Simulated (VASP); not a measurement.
# BN (P6_3mc) in VASP: further runs, part 4 of 7

VASP 6.6.1.

### Step 40. Equation of state, r2SCAN, 5.79 Å³/atom

INCAR reads:

```
SYSTEM = BN
ADDGRID = .FALSE.
ALGO = Normal
EDIFF = 1E-6
ENCUT = 400
ISIF = 2
ISMEAR = 0
LASPH = .TRUE.
LCHARG = .FALSE.
LMIXTAU = .TRUE.
LREAL = .FALSE.
LWAVE = .FALSE.
METAGGA = R2SCAN
NELM = 100
PREC = Accurate
SIGMA = 0.01
```

KPOINTS reads:

```
k-points
0
G
  7 7 4
  0 0 0
```

POSCAR reads:

```
BN
1.0
    2.5281404681      0.0000000000      0.0000000000
   -1.2640702341      2.1894338697      0.0000000000
    0.0000000000      0.0000000000      4.1841565757
N B
2 2
Direct
    0.3333333333      0.6666666667      0.1252760000
    0.6666666667      0.3333333333      0.6252760000
    0.3333333333      0.6666666667      0.4997240000
    0.6666666667      0.3333333333      0.9997240000
```

Launch:

```console
$ cat potpaw_PBE.64/N_s/POTCAR potpaw_PBE.64/B_s/POTCAR > POTCAR
$ mpirun -np 1 vasp_std > vasp.out
```

Wall time 17 s (1 thread of Intel Xeon Platinum 8488C (Sapphire Rapids), shared host); peak memory 0.12 GiB.

These settings aren't checked as converged: the numbers below hold their error.

Results:

| Item | Value |
| --- | --- |
| Free energy | -38.1019 eV |
| Pressure | 8.3 GPa |
| Largest force | 0.004 eV/Å |
| Band gap on the k mesh | 6.10 eV, indirect (least direct gap 9.07 eV) |

Caveat: the PAW data sets were made with another functional, which shifts forces and pressure a little; an odd mesh through Γ misses points on the zone boundary, where band edges often lie.

### Step 41. Equation of state, r2SCAN, 6.15 Å³/atom

INCAR is that of step 40.

KPOINTS is that of step 40.

POSCAR reads:

```
BN
1.0
    2.5792277770      0.0000000000      0.0000000000
   -1.2896138886      2.2336767770      0.0000000000
    0.0000000000      0.0000000000      4.2687077714
N B
2 2
Direct
    0.3333333333      0.6666666667      0.1252760000
    0.6666666667      0.3333333333      0.6252760000
    0.3333333333      0.6666666667      0.4997240000
    0.6666666667      0.3333333333      0.9997240000
```

Launch:

```console
$ cat potpaw_PBE.64/N_s/POTCAR potpaw_PBE.64/B_s/POTCAR > POTCAR
$ mpirun -np 1 vasp_std > vasp.out
```

Wall time 29 s (1 thread of Intel Xeon Platinum 8488C (Sapphire Rapids), shared host); peak memory 0.12 GiB.

These settings aren't checked as converged: the numbers below hold their error.

Results:

* Free energy: -38.0776 eV
* Pressure: -14.5 GPa
* Largest force: 0.043 eV/Å
* Band gap on the k mesh: 6.15 eV, indirect (least direct gap 8.74 eV)

Caveat: the PAW data sets were made with another functional, which shifts forces and pressure a little; an odd mesh through Γ misses points on the zone boundary, where band edges often lie.

### Step 42. Equation of state, r2SCAN, 5.79 Å³/atom

Changes to INCAR since step 41:

```diff
@@ -14,3 +14,3 @@
 NELM = 100
-PREC = Accurate
-SIGMA = 0.01
+PREC = Low
+SIGMA = 0.05
```

KPOINTS is that of step 41.

POSCAR reads:

```
BN
1.0
    2.5281404681      0.0000000000      0.0000000000
   -1.2640702341      2.1894338697      0.0000000000
    0.0000000000      0.0000000000      4.1841565757
N B
2 2
Direct
    0.3333333333      0.6666666667      0.1252760000
    0.6666666667      0.3333333333      0.6252760000
    0.3333333333      0.6666666667      0.4997240000
    0.6666666667      0.3333333333      0.9997240000
```

Potentials or basis: VASP PAW PBE potentials, release 64 (N_s, B_s).

Launch:

```console
$ cat potpaw_PBE.64/N_s/POTCAR potpaw_PBE.64/B_s/POTCAR > POTCAR
$ mpirun -np 1 vasp_std > vasp.out
```

It took 13 s on 1 thread of Intel Xeon Platinum 8488C (Sapphire Rapids), shared host; peak memory 0.1 GiB.

These settings aren't checked as converged: the numbers below hold their error.

Results:

- Free energy: -38.1038 eV
- Pressure: 8.2 GPa
- Band gap on the k mesh: 6.10 eV, indirect (least direct gap 9.07 eV)

Caveat: the PAW data sets were made with another functional, which shifts forces and pressure a little; an odd mesh through Γ misses points on the zone boundary, where band edges often lie.

### Step 43. Equation of state, r2SCAN, 6.15 Å³/atom

INCAR is that of step 42.

KPOINTS is that of step 42.

POSCAR reads:

```
BN
1.0
    2.5792277770      0.0000000000      0.0000000000
   -1.2896138886      2.2336767770      0.0000000000
    0.0000000000      0.0000000000      4.2687077714
N B
2 2
Direct
    0.3333333333      0.6666666667      0.1252760000
    0.6666666667      0.3333333333      0.6252760000
    0.3333333333      0.6666666667      0.4997240000
    0.6666666667      0.3333333333      0.9997240000
```

Launch:

```console
$ cat potpaw_PBE.64/N_s/POTCAR potpaw_PBE.64/B_s/POTCAR > POTCAR
$ mpirun -np 1 vasp_std > vasp.out
```

Wall time 15 s (1 thread of Intel Xeon Platinum 8488C (Sapphire Rapids), shared host); peak memory 0.1 GiB.

The run converged, but some of its settings lie outside the range that counts as converged, so its numbers aren't taken as properties of the crystal.

What came out:

```
Free energy            : -38.0792 eV
Pressure               : -14.5 GPa
Largest force          : 0.046 eV/Å
Band gap on the k mesh : 6.15 eV, indirect (least direct gap 8.74 eV)
```

Caveat: the PAW data sets were made with another functional, which shifts forces and pressure a little; an odd mesh through Γ misses points on the zone boundary, where band edges often lie.

### Step 44. Equation of state, r2SCAN, 5.79 Å³/atom

Changes to INCAR since step 43:

```diff
@@ -14,3 +14,3 @@
 NELM = 100
-PREC = Low
+PREC = Normal
 SIGMA = 0.05
```

KPOINTS is that of step 43.

POSCAR reads:

```
BN
1.0
    2.5281404681      0.0000000000      0.0000000000
   -1.2640702341      2.1894338697      0.0000000000
    0.0000000000      0.0000000000      4.1841565757
N B
2 2
Direct
    0.3333333333      0.6666666667      0.1252760000
    0.6666666667      0.3333333333      0.6252760000
    0.3333333333      0.6666666667      0.4997240000
    0.6666666667      0.3333333333      0.9997240000
```

Launch:

```console
$ cat potpaw_PBE.64/N_s/POTCAR potpaw_PBE.64/B_s/POTCAR > POTCAR
$ mpirun -np 1 vasp_std > vasp.out
```

Run time: 12 s. Hardware: 1 thread of Intel Xeon Platinum 8488C (Sapphire Rapids), shared host; peak memory 0.11 GiB.

The run converged, but some of its settings lie outside the range that counts as converged, so its numbers aren't taken as properties of the crystal.

What came out:

```
Free energy            : -38.1019 eV
Pressure               : 8.2 GPa
Band gap on the k mesh : 6.10 eV, indirect (least direct gap 9.07 eV)
```

Caveat: the PAW data sets were made with another functional, which shifts forces and pressure a little; an odd mesh through Γ misses points on the zone boundary, where band edges often lie.

### Step 45. Equation of state, r2SCAN, 6.15 Å³/atom

INCAR is that of step 44.

KPOINTS is that of step 44.

POSCAR reads:

```
BN
1.0
    2.5792277770      0.0000000000      0.0000000000
   -1.2896138886      2.2336767770      0.0000000000
    0.0000000000      0.0000000000      4.2687077714
N B
2 2
Direct
    0.3333333333      0.6666666667      0.1252760000
    0.6666666667      0.3333333333      0.6252760000
    0.3333333333      0.6666666667      0.4997240000
    0.6666666667      0.3333333333      0.9997240000
```

Potentials or basis: VASP PAW PBE potentials, release 64 (N_s, B_s).

Launch:

```console
$ cat potpaw_PBE.64/N_s/POTCAR potpaw_PBE.64/B_s/POTCAR > POTCAR
$ mpirun -np 1 vasp_std > vasp.out
```

It took 19 s on 1 thread of Intel Xeon Platinum 8488C (Sapphire Rapids), shared host; peak memory 0.11 GiB.

These settings aren't checked as converged: the numbers below hold their error.

Results:

* Free energy: -38.0777 eV
* Pressure: -14.5 GPa
* Largest force: 0.043 eV/Å
* Band gap on the k mesh: 6.15 eV, indirect (least direct gap 8.74 eV)

Caveat: the PAW data sets were made with another functional, which shifts forces and pressure a little; an odd mesh through Γ misses points on the zone boundary, where band edges often lie.

### Step 46. Equation of state, r2SCAN, 5.79 Å³/atom

Changes to INCAR since step 45:

```diff
@@ -10,3 +10,3 @@
 LMIXTAU = .TRUE.
-LREAL = .FALSE.
+LREAL = Auto
 LWAVE = .FALSE.
@@ -14,3 +14,3 @@
 NELM = 100
-PREC = Normal
+PREC = Accurate
 SIGMA = 0.05
```

KPOINTS is that of step 45.

POSCAR reads:

```
BN
1.0
    2.5281404681      0.0000000000      0.0000000000
   -1.2640702341      2.1894338697      0.0000000000
    0.0000000000      0.0000000000      4.1841565757
N B
2 2
Direct
    0.3333333333      0.6666666667      0.1252760000
    0.6666666667      0.3333333333      0.6252760000
    0.3333333333      0.6666666667      0.4997240000
    0.6666666667      0.3333333333      0.9997240000
```

Launch:

```console
$ cat potpaw_PBE.64/N_s/POTCAR potpaw_PBE.64/B_s/POTCAR > POTCAR
$ mpirun -np 1 vasp_std > vasp.out
```

It took 39 s on 1 thread of Intel Xeon Platinum 8488C (Sapphire Rapids), shared host; peak memory 0.12 GiB.

The run converged, but some of its settings lie outside the range that counts as converged, so its numbers aren't taken as properties of the crystal.

What came out:

```yaml
Free_energy: -38.1021 eV
Pressure: 8.3 GPa
Band_gap_on_the_k_mesh: 6.10 eV, indirect (least direct gap 9.07 eV)
```

Caveat: the PAW data sets were made with another functional, which shifts forces and pressure a little; an odd mesh through Γ misses points on the zone boundary, where band edges often lie.

### Step 47. Equation of state, r2SCAN, 6.15 Å³/atom

INCAR is that of step 46.

KPOINTS is that of step 46.

POSCAR reads:

```
BN
1.0
    2.5792277770      0.0000000000      0.0000000000
   -1.2896138886      2.2336767770      0.0000000000
    0.0000000000      0.0000000000      4.2687077714
N B
2 2
Direct
    0.3333333333      0.6666666667      0.1252760000
    0.6666666667      0.3333333333      0.6252760000
    0.3333333333      0.6666666667      0.4997240000
    0.6666666667      0.3333333333      0.9997240000
```

Launch:

```console
$ cat potpaw_PBE.64/N_s/POTCAR potpaw_PBE.64/B_s/POTCAR > POTCAR
$ mpirun -np 1 vasp_std > vasp.out
```

It took 40 s on 1 thread of Intel Xeon Platinum 8488C (Sapphire Rapids), shared host; peak memory 0.12 GiB.

These settings aren't checked as converged: the numbers below hold their error.

Results:

| Property | Result |
| --- | --- |
| Free energy | -38.0779 eV |
| Pressure | -14.5 GPa |
| Largest force | 0.043 eV/Å |
| Band gap on the k mesh | 6.15 eV, indirect (least direct gap 8.74 eV) |

Caveat: the PAW data sets were made with another functional, which shifts forces and pressure a little; an odd mesh through Γ misses points on the zone boundary, where band edges often lie.

### Step 48. Equation of state, r2SCAN, 5.79 Å³/atom

Changes to INCAR since step 47:

```diff
@@ -3,3 +3,3 @@
 ALGO = Normal
-EDIFF = 1E-6
+EDIFF = 0.01
 ENCUT = 400
@@ -10,3 +10,3 @@
 LMIXTAU = .TRUE.
-LREAL = Auto
+LREAL = .FALSE.
 LWAVE = .FALSE.
```

KPOINTS is that of step 47.

POSCAR reads:

```
BN
1.0
    2.5281404681      0.0000000000      0.0000000000
   -1.2640702341      2.1894338697      0.0000000000
    0.0000000000      0.0000000000      4.1841565757
N B
2 2
Direct
    0.3333333333      0.6666666667      0.1252760000
    0.6666666667      0.3333333333      0.6252760000
    0.3333333333      0.6666666667      0.4997240000
    0.6666666667      0.3333333333      0.9997240000
```

Potentials or basis: VASP PAW PBE potentials, release 64 (N_s, B_s).

Launch:

```console
$ cat potpaw_PBE.64/N_s/POTCAR potpaw_PBE.64/B_s/POTCAR > POTCAR
$ mpirun -np 1 vasp_std > vasp.out
```

Wall time 13 s (1 thread of Intel Xeon Platinum 8488C (Sapphire Rapids), shared host); peak memory 0.11 GiB.

The run converged, but some of its settings lie outside the range that counts as converged, so its numbers aren't taken as properties of the crystal.

Results:

```
Free energy            : -38.0694 eV
Pressure               : 8.5 GPa
Band gap on the k mesh : 6.07 eV, indirect (least direct gap 9.09 eV)
```

Caveat: the PAW data sets were made with another functional, which shifts forces and pressure a little; an odd mesh through Γ misses points on the zone boundary, where band edges often lie.

### Step 49. Equation of state, r2SCAN, 6.15 Å³/atom

INCAR is that of step 48.

KPOINTS is that of step 48.

POSCAR reads:

```
BN
1.0
    2.5792277770      0.0000000000      0.0000000000
   -1.2896138886      2.2336767770      0.0000000000
    0.0000000000      0.0000000000      4.2687077714
N B
2 2
Direct
    0.3333333333      0.6666666667      0.1252760000
    0.6666666667      0.3333333333      0.6252760000
    0.3333333333      0.6666666667      0.4997240000
    0.6666666667      0.3333333333      0.9997240000
```

Launch:

```console
$ cat potpaw_PBE.64/N_s/POTCAR potpaw_PBE.64/B_s/POTCAR > POTCAR
$ mpirun -np 1 vasp_std > vasp.out
```

It took 22 s on 1 thread of Intel Xeon Platinum 8488C (Sapphire Rapids), shared host; peak memory 0.12 GiB.

The run converged, but some of its settings lie outside the range that counts as converged, so its numbers aren't taken as properties of the crystal.

Results:

```
Free energy            : -38.0016 eV
Pressure               : -13.1 GPa
Largest force          : 0.044 eV/Å
Band gap on the k mesh : 6.11 eV, indirect (least direct gap 8.76 eV)
```

Caveat: the PAW data sets were made with another functional, which shifts forces and pressure a little; an odd mesh through Γ misses points on the zone boundary, where band edges often lie.

### Step 50. Equation of state, r2SCAN, 5.79 Å³/atom

Changes to INCAR since step 49:

```diff
@@ -3,3 +3,3 @@
 ALGO = Normal
-EDIFF = 0.01
+EDIFF = 0.001
 ENCUT = 400
```

KPOINTS is that of step 49.

POSCAR reads:

```
BN
1.0
    2.5281404681      0.0000000000      0.0000000000
   -1.2640702341      2.1894338697      0.0000000000
    0.0000000000      0.0000000000      4.1841565757
N B
2 2
Direct
    0.3333333333      0.6666666667      0.1252760000
    0.6666666667      0.3333333333      0.6252760000
    0.3333333333      0.6666666667      0.4997240000
    0.6666666667      0.3333333333      0.9997240000
```

Launch:

```console
$ cat potpaw_PBE.64/N_s/POTCAR potpaw_PBE.64/B_s/POTCAR > POTCAR
$ mpirun -np 1 vasp_std > vasp.out
```

It took 12 s on 1 thread of Intel Xeon Platinum 8488C (Sapphire Rapids), shared host; peak memory 0.12 GiB.

The run converged, but some of its settings lie outside the range that counts as converged, so its numbers aren't taken as properties of the crystal.

Results:

| Quantity | Value |
| --- | --- |
| Free energy | -38.1015 eV |
| Pressure | 8.2 GPa |
| Largest force | 0.004 eV/Å |
| Band gap on the k mesh | 6.10 eV, indirect (least direct gap 9.08 eV) |

Caveat: the PAW data sets were made with another functional, which shifts forces and pressure a little; an odd mesh through Γ misses points on the zone boundary, where band edges often lie.

### Step 51. Equation of state, r2SCAN, 6.15 Å³/atom

INCAR is that of step 50.

KPOINTS is that of step 50.

POSCAR reads:

```
BN
1.0
    2.5792277770      0.0000000000      0.0000000000
   -1.2896138886      2.2336767770      0.0000000000
    0.0000000000      0.0000000000      4.2687077714
N B
2 2
Direct
    0.3333333333      0.6666666667      0.1252760000
    0.6666666667      0.3333333333      0.6252760000
    0.3333333333      0.6666666667      0.4997240000
    0.6666666667      0.3333333333      0.9997240000
```

Potentials or basis: VASP PAW PBE potentials, release 64 (N_s, B_s).

Launch:

```console
$ cat potpaw_PBE.64/N_s/POTCAR potpaw_PBE.64/B_s/POTCAR > POTCAR
$ mpirun -np 1 vasp_std > vasp.out
```

Wall time 18 s (1 thread of Intel Xeon Platinum 8488C (Sapphire Rapids), shared host); peak memory 0.12 GiB.

These settings aren't checked as converged: the numbers below hold their error.

Results:

```
Free energy            : -38.0774 eV
Pressure               : -14.7 GPa
Largest force          : 0.043 eV/Å
Band gap on the k mesh : 6.15 eV, indirect (least direct gap 8.74 eV)
```

Caveat: the PAW data sets were made with another functional, which shifts forces and pressure a little; an odd mesh through Γ misses points on the zone boundary, where band edges often lie.

### Step 52. Equation of state, r2SCAN, 5.79 Å³/atom

Changes to INCAR since step 51:

```diff
@@ -3,3 +3,3 @@
 ALGO = Normal
-EDIFF = 0.001
+EDIFF = 1E-4
 ENCUT = 400
```

KPOINTS is that of step 51.

POSCAR reads:

```
BN
1.0
    2.5281404681      0.0000000000      0.0000000000
   -1.2640702341      2.1894338697      0.0000000000
    0.0000000000      0.0000000000      4.1841565757
N B
2 2
Direct
    0.3333333333      0.6666666667      0.1252760000
    0.6666666667      0.3333333333      0.6252760000
    0.3333333333      0.6666666667      0.4997240000
    0.6666666667      0.3333333333      0.9997240000
```

Launch:

```console
$ cat potpaw_PBE.64/N_s/POTCAR potpaw_PBE.64/B_s/POTCAR > POTCAR
$ mpirun -np 1 vasp_std > vasp.out
```

It took 12 s on 1 thread of Intel Xeon Platinum 8488C (Sapphire Rapids), shared host; peak memory 0.12 GiB.

The run converged, but some of its settings lie outside the range that counts as converged, so its numbers aren't taken as properties of the crystal.

What came out:

```yaml
Free_energy: -38.1017 eV
Pressure: 8.4 GPa
Largest_force: 0.003 eV/Å
Band_gap_on_the_k_mesh: 6.10 eV, indirect (least direct gap 9.07 eV)
```

Caveat: the PAW data sets were made with another functional, which shifts forces and pressure a little; an odd mesh through Γ misses points on the zone boundary, where band edges often lie.

### Step 53. Equation of state, r2SCAN, 6.15 Å³/atom

INCAR is that of step 52.

KPOINTS is that of step 52.

POSCAR reads:

```
BN
1.0
    2.5792277770      0.0000000000      0.0000000000
   -1.2896138886      2.2336767770      0.0000000000
    0.0000000000      0.0000000000      4.2687077714
N B
2 2
Direct
    0.3333333333      0.6666666667      0.1252760000
    0.6666666667      0.3333333333      0.6252760000
    0.3333333333      0.6666666667      0.4997240000
    0.6666666667      0.3333333333      0.9997240000
```

Launch:

```console
$ cat potpaw_PBE.64/N_s/POTCAR potpaw_PBE.64/B_s/POTCAR > POTCAR
$ mpirun -np 1 vasp_std > vasp.out
```

Run time: 23 s. Hardware: 1 thread of Intel Xeon Platinum 8488C (Sapphire Rapids), shared host; peak memory 0.12 GiB.

These settings aren't checked as converged: the numbers below hold their error.

What came out:

```yaml
Free_energy: -38.0776 eV
Pressure: -14.2 GPa
Largest_force: 0.043 eV/Å
Band_gap_on_the_k_mesh: 6.15 eV, indirect (least direct gap 8.74 eV)
```

Caveat: the PAW data sets were made with another functional, which shifts forces and pressure a little; an odd mesh through Γ misses points on the zone boundary, where band edges often lie.

### Step 54. Equation of state, r2SCAN, 5.79 Å³/atom

Changes to INCAR since step 53:

```diff
@@ -3,3 +3,3 @@
 ALGO = Normal
-EDIFF = 1E-4
+EDIFF = 1E-5
 ENCUT = 400
```

KPOINTS is that of step 53.

POSCAR reads:

```
BN
1.0
    2.5281404681      0.0000000000      0.0000000000
   -1.2640702341      2.1894338697      0.0000000000
    0.0000000000      0.0000000000      4.1841565757
N B
2 2
Direct
    0.3333333333      0.6666666667      0.1252760000
    0.6666666667      0.3333333333      0.6252760000
    0.3333333333      0.6666666667      0.4997240000
    0.6666666667      0.3333333333      0.9997240000
```

Potentials or basis: VASP PAW PBE potentials, release 64 (N_s, B_s).

Launch:

```console
$ cat potpaw_PBE.64/N_s/POTCAR potpaw_PBE.64/B_s/POTCAR > POTCAR
$ mpirun -np 1 vasp_std > vasp.out
```

Run time: 18 s. Hardware: 1 thread of Intel Xeon Platinum 8488C (Sapphire Rapids), shared host; peak memory 0.12 GiB.

The run converged, but some of its settings lie outside the range that counts as converged, so its numbers aren't taken as properties of the crystal.

What came out:

- Free energy: -38.1019 eV
- Pressure: 8.3 GPa
- Largest force: 0.004 eV/Å
- Band gap on the k mesh: 6.10 eV, indirect (least direct gap 9.07 eV)

Caveat: the PAW data sets were made with another functional, which shifts forces and pressure a little; an odd mesh through Γ misses points on the zone boundary, where band edges often lie.

### Step 55. Equation of state, r2SCAN, 6.15 Å³/atom

INCAR is that of step 54.

KPOINTS is that of step 54.

POSCAR reads:

```
BN
1.0
    2.5792277770      0.0000000000      0.0000000000
   -1.2896138886      2.2336767770      0.0000000000
    0.0000000000      0.0000000000      4.2687077714
N B
2 2
Direct
    0.3333333333      0.6666666667      0.1252760000
    0.6666666667      0.3333333333      0.6252760000
    0.3333333333      0.6666666667      0.4997240000
    0.6666666667      0.3333333333      0.9997240000
```

Launch:

```console
$ cat potpaw_PBE.64/N_s/POTCAR potpaw_PBE.64/B_s/POTCAR > POTCAR
$ mpirun -np 1 vasp_std > vasp.out
```

It took 23 s on 1 thread of Intel Xeon Platinum 8488C (Sapphire Rapids), shared host; peak memory 0.12 GiB.

The run converged, but some of its settings lie outside the range that counts as converged, so its numbers aren't taken as properties of the crystal.

Results:

| Item | Value |
| --- | --- |
| Free energy | -38.0776 eV |
| Pressure | -14.5 GPa |
| Largest force | 0.043 eV/Å |
| Band gap on the k mesh | 6.15 eV, indirect (least direct gap 8.74 eV) |

Caveat: the PAW data sets were made with another functional, which shifts forces and pressure a little; an odd mesh through Γ misses points on the zone boundary, where band edges often lie.

(Part 4 of 7 ends here.)
